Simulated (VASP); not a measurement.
# SiSe (P-6m2) in VASP: further runs

Runs on SiSe. Level: PBE. Tasks: optical spectrum, density of states, electric field gradients, core levels.

All numbers are computed with VASP 6.6.1; they aren't measurements. Logs are shortened: lines on timing, memory, paths and dates and some standing lists are left out, and cuts for length are marked.

## Step 1: Starting point

The structure is hexagonal, space group P-6m2 (No. 187). The conventional cell has a = 3.595 Å, b = 3.595 Å, c = 3.599 Å, α = 90.00°, β = 90.00°, γ = 120.00°. Around Si (site symmetry -6m2) lie 6 Se at 2.75 Å. Around Se (site symmetry -6m2) lie 6 Si at 2.75 Å.

The cell was built by a generator and needn't be a form met in nature.

## Step 2: Optical spectrum, PBE

Input file INCAR:

```
SYSTEM = SiSe
ALGO = Normal
CSHIFT = 0.1
EDIFF = 1E-7
ENCUT = 520
GGA = PE
ISIF = 2
ISMEAR = 0
LASPH = .True.
LCHARG = .False.
LOPTICS = .True.
LREAL = .False.
LWAVE = .False.
NBANDS = 37
NEDOS = 2000
NELM = 80
PREC = Accurate
SIGMA = 0.02
```

Input file KPOINTS:

```
k-points
0
Gamma
  9 9 7
  0 0 0
```

Input file POSCAR:

```
SiSe
1.0
    3.5952000000      0.0000000000      0.0000000000
   -1.7976000000      3.1135300000      0.0000000000
    0.0000000000      0.0000000000      3.5987300000
Si Se
1 1
Direct
    0.6666700000      0.3333300000      0.5000000000
    0.0000000000      0.0000000000      0.0000000000
```

Potentials or basis: VASP PAW PBE potentials, release 64 (Si, Se).

Started as:

```
$ cat potpaw_PBE.64/Si/POTCAR potpaw_PBE.64/Se/POTCAR > POTCAR
$ mpirun -np 1 vasp_std > vasp.out
```

OUTCAR:

```text
SYSTEM = SiSe
   EDIFF = 1E-7
   ENCUT = 520
   GGA = PE
   ISIF = 2
   ISMEAR = 0
   LASPH = .True.
   LREAL = .False.
   NELM = 80
   PREC = Accurate

 ion  position               nearest neighbor table
   1  0.667  0.333  0.500-   2 2.75   2 2.75   2 2.75   2 2.75   2 2.75   2 2.75
   2  0.000  0.000  0.000-   1 2.75   1 2.75   1 2.75   1 2.75   1 2.75   1 2.75

  LATTYP: Found a hexagonal cell.
 ALAT       =     3.5952000000
 C/A-ratio  =     1.0009818647

  Lattice vectors:

 A1 = (   3.5952000000,   0.0000000000,   0.0000000000)
 A2 = (  -1.7976000000,   3.1135300000,   0.0000000000)
 A3 = (   0.0000000000,   0.0000000000,   3.5987300000)

Analysis of symmetry for initial positions (statically):
=====================================================================
 Subroutine PRICEL returns:
 Original cell was already a primitive cell.

 Routine SETGRP: Setting up the symmetry group for a
 hexagonal supercell.

 Subroutine GETGRP returns: Found  4 space group operations
 (whereof  4 operations were pure point group operations)
 out of a pool of 24 trial point group operations.

The static configuration has the point symmetry C_2v.

Analysis of symmetry for dynamics (positions and initial velocities):
=====================================================================
 Subroutine PRICEL returns:
 Original cell was already a primitive cell.

 Routine SETGRP: Setting up the symmetry group for a
 hexagonal supercell.

[... 650 lines left out ...]
  Total        0.0672040      0.0671765      0.2758333     -0.0000237      0.0000000      0.0000000
  in kB        2.6728843      2.6717902     10.9706368     -0.0009408      0.0000000      0.0000000
  external PRESSURE =       5.4384371 kB  Pullay stress =       0.0000000 kB

 VOLUME and BASIS-vectors are now :
 -----------------------------------------------------------------------------
  energy-cutoff  :      520.00
  volume of cell :       40.28
      direct lattice vectors                 reciprocal lattice vectors
     3.595200000  0.000000000  0.000000000     0.278148643  0.160589427  0.000000000
    -1.797600000  3.113530000  0.000000000     0.000000000  0.321178855  0.000000000
     0.000000000  0.000000000  3.598730000     0.000000000  0.000000000  0.277875806

 POSITION                                       TOTAL-FORCE (eV/Angst)
 -----------------------------------------------------------------------------------
      1.79762      1.03783      1.79937        -0.000019      0.000011      0.000000
      0.00000      0.00000      0.00000         0.000019     -0.000011      0.000000
 -----------------------------------------------------------------------------------
    total drift:                                0.000005      0.000008     -0.000000

  FREE ENERGIE OF THE ION-ELECTRON SYSTEM (eV)
  ---------------------------------------------------
  free  energy   TOTEN  =        -8.4048257192 eV

  energy  without entropy=       -8.4044835668  energy(sigma->0) =       -8.40465464

 electrical conductivity sigma (Mega S m-1) (frequency dependency in vasprun.xml)
  --------------------------------------------------------------------------------------
       0.174       0.000       0.000
       0.000       0.175       0.000
       0.000       0.000       0.261

  frequency dependent IMAGINARY DIELECTRIC FUNCTION (independent particle, no local field effects) density-density
     E(ev)      X         Y         Z        XY        YZ        ZX
  --------------------------------------------------------------------------------------------------------------
     0.00000     0.00000     0.00000     0.00000     0.00000     0.00000     0.00000
     0.68958     1.34142     1.34137    11.02454    -0.00004     0.00000     0.00000
     1.37915    23.71566    23.71461   143.25030    -0.00085     0.00000     0.00000
     2.06873     8.62159     8.62038    29.58766    -0.00103     0.00000     0.00000
     2.75831    14.60641    14.60513    35.80779    -0.00107     0.00000     0.00000
     3.44789    32.83250    32.83282    14.50595     0.00036     0.00000     0.00000
[... 92 lines left out ...]
    67.57858     0.00020     0.00020     0.00020     0.00000     0.00000     0.00000
    68.26816     0.00020     0.00020     0.00019     0.00000     0.00000     0.00000

  frequency dependent      REAL DIELECTRIC FUNCTION (independent particle, no local field effects) density-density
     E(ev)        X           Y           Z          XY          YZ          ZX
  --------------------------------------------------------------------------------------------------------------
     0.00000    21.47867    21.47817    69.08973    -0.00038     0.00000     0.00000
     0.68958    24.79890    24.79827    93.44645    -0.00048     0.00000     0.00000
     1.37915    19.24925    19.24920     5.04682     0.00000     0.00000     0.00000
     2.06873    10.31059    10.31052   -37.37650    -0.00004     0.00000     0.00000
     2.75831    15.73679    15.73641   -15.02541    -0.00030     0.00000     0.00000
     3.44789    -0.11088    -0.10899   -17.79789     0.00163     0.00000     0.00000
[... 92 lines left out ...]
    67.57858     0.93353     0.93353     0.93520    -0.00000     0.00000     0.00000
    68.26816     0.93491     0.93491     0.93654    -0.00000     0.00000     0.00000

  frequency dependent IMAGINARY DIELECTRIC FUNCTION (independent particle, no local field effects) current-current
     E(ev)      X         Y         Z        XY        YZ        ZX
  --------------------------------------------------------------------------------------------------------------
     0.00000   118.60221   118.59931   393.72042    -0.00221     0.00000     0.00000
     0.68958     8.22323     8.22300    37.67778    -0.00018     0.00000     0.00000
     1.37915    26.24624    26.24519   143.10795    -0.00085     0.00000     0.00000
     2.06873     9.49584     9.49463    25.76855    -0.00103     0.00000     0.00000
     2.75831    15.66042    15.65910    34.58905    -0.00110     0.00000     0.00000
     3.44789    32.73138    32.73182    13.39404     0.00046     0.00000     0.00000
[... 92 lines left out ...]
    67.57858     0.00001     0.00001     0.00001     0.00000     0.00000     0.00000
    68.26816     0.00001     0.00001     0.00001     0.00000     0.00000     0.00000

  frequency dependent      REAL DIELECTRIC FUNCTION (independent particle, no local field effects) current-current
     E(ev)        X           Y           Z          XY          YZ          ZX
  --------------------------------------------------------------------------------------------------------------
     0.00000    21.22092    21.22043    67.35251    -0.00037     0.00000     0.00000
     0.68958    24.35475    24.35413    89.85705    -0.00047     0.00000     0.00000
     1.37915    15.77988    15.77999   -15.67426     0.00013     0.00000     0.00000
     2.06873     9.51497     9.51501   -39.96654     0.00005     0.00000     0.00000
     2.75831    14.68421    14.68392   -17.55591    -0.00022     0.00000     0.00000
     3.44789    -2.01287    -2.01100   -18.56659     0.00161     0.00000     0.00000
[... 92 lines left out ...]
    67.57858     0.93357     0.93357     0.93534    -0.00000     0.00000     0.00000
    68.26816     0.93495     0.93495     0.93668    -0.00000     0.00000     0.00000
```

stdout:

```text
POSCAR found type information on POSCAR SiSe
 POSCAR found :  2 types and       2 ions
 scaLAPACK will be used
 LDA part: xc-table for (Slater+PW92), standard interpolation
 POSCAR, INCAR and KPOINTS ok, starting setup
 FFT: planning ... GRIDC
 FFT: planning ... GRID_SOFT
 FFT: planning ... GRID
 WAVECAR not read
 entering main loop
 optical routines
 imaginary and real dielectric function
 recalculating local potential from charge density
 direction            1
 direction            2
 direction            3
```

Wall time 64 s (1 thread of AMD EPYC 9R45 (Zen 5), shared host); peak memory 0.26 GiB.

Results:

* Free energy: -8.4048 eV
* Pressure: 0.5 GPa
* Band gap on the k mesh: none (metal or under the smearing width)

Stress tensor (GPa, compression positive):
```
0.27 0.00 0.00
0.00 0.27 0.00
0.00 0.00 1.10
```

Levels at points of the mesh, in eV from the Fermi level:
| k point | band 3 | band 4 | band 5 | band 6 | band 7 | band 8 |
| --- | --- | --- | --- | --- | --- | --- |
| (0.00, 0.00, 0.00) | -3.71 | -1.81 | -1.81 | 2.84 | 2.84 | 3.46 |

Dielectric function (mean over the directions given):
```
energy (eV)  real part  imaginary part
       0.28      38.59            0.97
       0.90      61.00           13.46
       1.59      -1.37           38.27
       2.28       4.23           11.07
       2.97       4.85           13.34
       3.65      -6.49           16.12
       4.34      -5.85           13.24
       5.03      -6.06            6.11
       5.65      -4.34            7.57
       6.34      -5.25            4.85
       7.03      -3.05            2.57
       7.72      -2.18            2.37
       8.41      -2.06            3.22
       9.10      -2.30            2.12
       9.79      -2.13            1.54
      10.41      -1.89            1.40
      11.10      -1.40            1.07
      11.79      -1.04            0.78
      12.48      -0.72            0.82
      13.17      -0.79            0.55
      13.86      -0.59            0.36
      14.55      -0.27            0.47
      15.17      -0.32            0.44
      15.86      -0.07            0.43
      16.55      -0.16            0.29
      17.24       0.00            0.35
      17.93       0.07            0.31
      18.62       0.12            0.27
      19.31       0.16            0.25
      20.00       0.20            0.19
```

Caveat: spectra need much finer meshes, so this one isn't converged; independent-particle spectra lack excitons; the intraband (Drude) part of a metal's response may be missing.

## Step 3: Density of states, PBE

POSCAR is that of step 2.

Input file INCAR.step1:

```
  PREC = Accurate
  ENCUT = 520
  EDIFF = 1E-7
  ISMEAR = 0
  SIGMA = 0.02
  LREAL = False
  LASPH = True
  NELM = 100
  ALGO = Fast
  ISIF = 2
  LWAVE = False
  LCHARG = True
  GGA = PE
```

Input file KPOINTS.step1:

```
Automatic mesh
0
Gamma
  9 9 7
```

Input file INCAR.step2:

```
  PREC = Accurate
  ENCUT = 520
  EDIFF = 1E-7
  ISMEAR = -5
  SIGMA = 0.02
  LREAL = False
  LASPH = True
  NELM = 100
  ALGO = Fast
  ISIF = 2
  LWAVE = False
  LCHARG = False
  GGA = PE
  LORBIT = 11
  NEDOS = 2001
  ICHARG = 11
```

Input file KPOINTS.step2:

```
Automatic mesh
0
Gamma
  14 14 11
```

Potentials or basis: VASP PAW PBE potentials, release 64 (Si, Se).

Started as:

```
$ cat potpaw_PBE.64/Si/POTCAR potpaw_PBE.64/Se/POTCAR > POTCAR
$ cp INCAR.step1 INCAR
$ cp KPOINTS.step1 KPOINTS
$ mpirun -np 1 vasp_std > vasp.out
$ cp INCAR.step2 INCAR
$ cp KPOINTS.step2 KPOINTS
$ mpirun -np 1 vasp_std > vasp.out
```

Run time: 48 s. Hardware: 1 thread of AMD EPYC 9R45 (Zen 5), shared host; peak memory 0.23 GiB.

Results (log left out):

* Valence electrons inside the program's atomic spheres: Si 1.49; Se 3.78

Levels at points of the mesh, in eV from the Fermi level:
```tsv
k point	band 2	band 3	band 4	band 5	band 6	band 7	band 8	band 9
(0.00, 0.00, 0.00)	-4.75	-3.70	-1.80	-1.80	2.85	2.85	3.47	6.71
(0.50, 0.00, 0.00)	-8.79	-3.40	-1.94	-1.82	1.89	1.92	3.57	5.40
(0.50, 0.50, 0.00)	-8.79	-3.40	-1.94	-1.82	1.88	1.92	3.57	5.40
```

States per cell in windows of 0.5 eV (zero at the Fermi level; states under -8 eV left out):
| from (eV) | total | Se2_p | Si1_p | Si1_s | Se2_d | Se2_s | Si1_d |
| --- | --- | --- | --- | --- | --- | --- | --- |
| -8.0 | 0.62 | 0.08 | 0.01 | 0.18 | 0.00 | 0.04 | 0.00 |
| -7.5 | 0.33 | 0.04 | 0.00 | 0.10 | 0.00 | 0.02 | 0.00 |
| -7.0 | 0.13 | 0.01 | 0.00 | 0.04 | 0.00 | 0.01 | 0.00 |
| -6.5 | 0.11 | 0.02 | 0.01 | 0.02 | 0.00 | 0.01 | 0.00 |
| -6.0 | 0.35 | 0.10 | 0.03 | 0.01 | 0.00 | 0.01 | 0.00 |
| -5.5 | 0.47 | 0.14 | 0.04 | 0.01 | 0.00 | 0.01 | 0.00 |
| -5.0 | 0.49 | 0.14 | 0.04 | 0.02 | 0.00 | 0.01 | 0.00 |
| -4.5 | 0.51 | 0.15 | 0.04 | 0.03 | 0.00 | 0.01 | 0.00 |
| -4.0 | 0.63 | 0.21 | 0.05 | 0.03 | 0.00 | 0.01 | 0.00 |
| -3.5 | 0.60 | 0.21 | 0.05 | 0.02 | 0.00 | 0.01 | 0.00 |
| -3.0 | 0.65 | 0.25 | 0.05 | 0.02 | 0.00 | 0.01 | 0.00 |
| -2.5 | 0.58 | 0.24 | 0.04 | 0.02 | 0.00 | 0.00 | 0.00 |
| -2.0 | 0.47 | 0.18 | 0.03 | 0.03 | 0.00 | 0.01 | 0.00 |
| -1.5 | 0.40 | 0.13 | 0.03 | 0.04 | 0.01 | 0.01 | 0.00 |
| -1.0 | 0.43 | 0.12 | 0.04 | 0.05 | 0.01 | 0.01 | 0.00 |
| -0.5 | 0.40 | 0.11 | 0.04 | 0.05 | 0.01 | 0.01 | 0.00 |
| 0.0 | 0.31 | 0.07 | 0.04 | 0.03 | 0.01 | 0.01 | 0.00 |
| 0.5 | 0.39 | 0.05 | 0.07 | 0.01 | 0.01 | 0.01 | 0.00 |
| 1.0 | 0.49 | 0.07 | 0.10 | 0.01 | 0.01 | 0.01 | 0.00 |
| 1.5 | 0.58 | 0.07 | 0.13 | 0.02 | 0.02 | 0.02 | 0.00 |
| 2.0 | 0.44 | 0.05 | 0.11 | 0.01 | 0.02 | 0.01 | 0.00 |
| 2.5 | 0.85 | 0.12 | 0.22 | 0.01 | 0.03 | 0.02 | 0.00 |
| 3.0 | 0.60 | 0.10 | 0.15 | 0.01 | 0.02 | 0.01 | 0.00 |
| 3.5 | 0.52 | 0.10 | 0.12 | 0.01 | 0.02 | 0.01 | 0.00 |
| 4.0 | 1.06 | 0.19 | 0.25 | 0.01 | 0.04 | 0.01 | 0.00 |
| 4.5 | 0.50 | 0.11 | 0.12 | 0.00 | 0.02 | 0.00 | 0.00 |
| 5.0 | 0.35 | 0.07 | 0.08 | 0.00 | 0.01 | 0.00 | 0.00 |
| 5.5 | 0.33 | 0.05 | 0.05 | 0.00 | 0.02 | 0.00 | 0.00 |
| 6.0 | 0.31 | 0.04 | 0.03 | 0.00 | 0.03 | 0.00 | 0.00 |
| 6.5 | 0.35 | 0.03 | 0.02 | 0.00 | 0.04 | 0.00 | 0.00 |
| 7.0 | 0.27 | 0.02 | 0.02 | 0.00 | 0.03 | 0.01 | 0.00 |
| 7.5 | 0.18 | 0.02 | 0.01 | 0.00 | 0.02 | 0.00 | 0.00 |

Caveat: tetrahedron occupations give inexact forces and stress in metals.

## Step 4: Electric field gradients, PBE

Input file INCAR:

```
PREC = Accurate
ENCUT = 520
EDIFF = 1E-8
ISMEAR = 0
SIGMA = 0.02
LREAL = F
LASPH = T
NELM = 100
ALGO = Fast
ISIF = 2
LWAVE = F
LCHARG = F
GGA = PE
LEFG = T
```

Input file KPOINTS:

```
Automatic mesh
0
Gamma
  9 9 7
```

POSCAR is that of step 3.

Potentials or basis: VASP PAW PBE potentials, release 64 (Si, Se).

Started as:

```
$ cat potpaw_PBE.64/Si/POTCAR potpaw_PBE.64/Se/POTCAR > POTCAR
$ mpirun -np 1 vasp_std > vasp.out
```

OUTCAR:

```text
PREC = Accurate
   ENCUT = 520
   EDIFF = 1E-8
   ISMEAR = 0
   LREAL = F
   LASPH = T
   NELM = 100
   ISIF = 2
   GGA = PE

 ion  position               nearest neighbor table
   1  0.667  0.333  0.500-   2 2.75   2 2.75   2 2.75   2 2.75   2 2.75   2 2.75
   2  0.000  0.000  0.000-   1 2.75   1 2.75   1 2.75   1 2.75   1 2.75   1 2.75

  LATTYP: Found a hexagonal cell.
 ALAT       =     3.5952000000
 C/A-ratio  =     1.0009818647

  Lattice vectors:

 A1 = (   3.5952000000,   0.0000000000,   0.0000000000)
 A2 = (  -1.7976000000,   3.1135300000,   0.0000000000)
 A3 = (   0.0000000000,   0.0000000000,   3.5987300000)

Analysis of symmetry for initial positions (statically):
=====================================================================
 Subroutine PRICEL returns:
 Original cell was already a primitive cell.

 Routine SETGRP: Setting up the symmetry group for a
 hexagonal supercell.

 Subroutine GETGRP returns: Found  4 space group operations
 (whereof  4 operations were pure point group operations)
 out of a pool of 24 trial point group operations.

The static configuration has the point symmetry C_2v.

Analysis of symmetry for dynamics (positions and initial velocities):
=====================================================================
 Subroutine PRICEL returns:
 Original cell was already a primitive cell.

 Routine SETGRP: Setting up the symmetry group for a
 hexagonal supercell.

 Subroutine GETGRP returns: Found  4 space group operations
 (whereof  4 operations were pure point group operations)
 out of a pool of 24 trial point group operations.

[... 159 lines left out ...]
      1      -9.0868      2.00000
      2       1.4369      2.00000
      3       2.4807      2.00000
      4       4.3865      2.00000
      5       4.3866      2.00000
      6       9.0310      0.00000
      7       9.0311      0.00000
      8       9.6540      0.00000
      9      12.8979      0.00000
[... 265 lines left out ...]
 k-point    24 :       0.4444    0.3333    0.0000
  band No.  band energies     occupation
      1      -7.4186      2.00000
      2      -2.3834      2.00000
      3       0.8171      2.00000
      4       4.4105      2.00000
      5       6.3703      0.00000
      6       8.0509      0.00000
      7       8.1267      0.00000
      8      10.1200      0.00000
      9      12.1580      0.00000

 [... further k-points ...]
[... 5 lines left out ...]
  --------------------------------------------------------------------------------------
  -------------------------------------------------------------------------------------
  Total        0.0669305      0.0669030      0.2754458     -0.0000236      0.0000000      0.0000000
  in kB        2.6620062      2.6609129     10.9552269     -0.0009401      0.0000000      0.0000000
  external PRESSURE =       5.4260487 kB  Pullay stress =       0.0000000 kB

 VOLUME and BASIS-vectors are now :
 -----------------------------------------------------------------------------
  energy-cutoff  :      520.00
  volume of cell :       40.28
      direct lattice vectors                 reciprocal lattice vectors
     3.595200000  0.000000000  0.000000000     0.278148643  0.160589427  0.000000000
    -1.797600000  3.113530000  0.000000000     0.000000000  0.321178855  0.000000000
     0.000000000  0.000000000  3.598730000     0.000000000  0.000000000  0.277875806

 POSITION                                       TOTAL-FORCE (eV/Angst)
 -----------------------------------------------------------------------------------
      1.79762      1.03783      1.79937        -0.000018      0.000011      0.000000
      0.00000      0.00000      0.00000         0.000018     -0.000011      0.000000
 -----------------------------------------------------------------------------------
    total drift:                                0.000004      0.000008     -0.000000

  FREE ENERGIE OF THE ION-ELECTRON SYSTEM (eV)
  ---------------------------------------------------
  free  energy   TOTEN  =        -8.4048257159 eV

  energy  without entropy=       -8.4044835841  energy(sigma->0) =       -8.40465465

 Electric field gradients (V/A^2)
---------------------------------------------------------------------
 ion       V_xx      V_yy      V_zz      V_xy      V_xz      V_yz
---------------------------------------------------------------------
   1       0.032     0.033    -0.065     0.001     0.000     0.000
   2     -35.405   -35.406    70.811    -0.005    -0.000     0.000
---------------------------------------------------------------------

 Electric field gradients after diagonalization (V/A^2)
 (convention: |V_zz| > |V_xx| > |V_yy|)
----------------------------------------------------------------------
 ion       V_xx      V_yy      V_zz     asymmetry (V_yy - V_xx)/ V_zz
----------------------------------------------------------------------
   1       0.034     0.031    -0.065       0.042
   2     -35.410   -35.400    70.811       0.000
----------------------------------------------------------------------

           NMR quadrupolar parameters

 Cq : quadrupolar parameter    Cq=e*Q*V_zz/h
 eta: asymmetry parameters     (V_yy - V_xx)/ V_zz
 Q  : nuclear electric quadrupole moment in mb (millibarn)
----------------------------------------------------------------------
 ion       Cq(MHz)       eta       Q (mb)
----------------------------------------------------------------------
   1      -0.000       0.042       1.000
   2       0.171       0.000       1.000
----------------------------------------------------------------------
```

Wall time 21 s (1 thread of AMD EPYC 9R45 (Zen 5), shared host); peak memory 0.15 GiB.

Results:

| Property | Result |
| --- | --- |
| Free energy | -8.4048 eV |
| Pressure | 0.5 GPa |
| Band gap on the k mesh | none (metal or under the smearing width) |

Stress tensor (GPa, compression positive):
```
0.27 0.00 0.00
0.00 0.27 0.00
0.00 0.00 1.10
```

Electric field gradients, principal values (V/Å²):
```
atom      Vxx      Vyy     Vzz
1 Si    0.031    0.034  -0.065
2 Se  -35.400  -35.410  70.811
```

(Part 1 of 2 ends here.)
